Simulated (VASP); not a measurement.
A run of VASP 6.6.1 is set up as follows.

Contents of INCAR:

```
SYSTEM = Cu
PREC = Accurate ; ENCUT = 520
EDIFF = 1E-6 ; ISMEAR = 0
SIGMA = 0.15 ; LREAL = .FALSE.
LASPH = .TRUE. ; NELM = 100
ALGO = Fast ; ISIF = 2
LWAVE = .FALSE. ; LCHARG = .FALSE.
GGA = PE ; NBANDS = 12
```

Contents of KPOINTS:

```
regular mesh
0
G
  30 30 30
  0 0 0
```

Contents of POSCAR:

```
Cu
1.0
   -1.4755302431      1.4755302431      1.3795566845
    1.4755302431     -1.4755302431      1.3795566845
    1.4755302431      1.4755302431     -1.3795566845
Cu
1
Direct
    0.0000000000      0.0000000000      0.0000000000
```

Potentials or basis: VASP PAW PBE potentials, release 64 (Cu).

Run with:

```bash
$ cat potpaw_PBE.64/Cu/POTCAR > POTCAR
$ mpirun -np 1 vasp_std > vasp.out
```

**Question.** Predict the band gap on the k mesh.

**Answer.** None (metal or under the smearing width).

**Question.** Predict the pressure.

**Answer.** 0.6 GPa.

Stress tensor (GPa, compression positive):
```
0.60 0.00 0.00
0.00 0.60 0.00
0.00 0.00 0.71
```
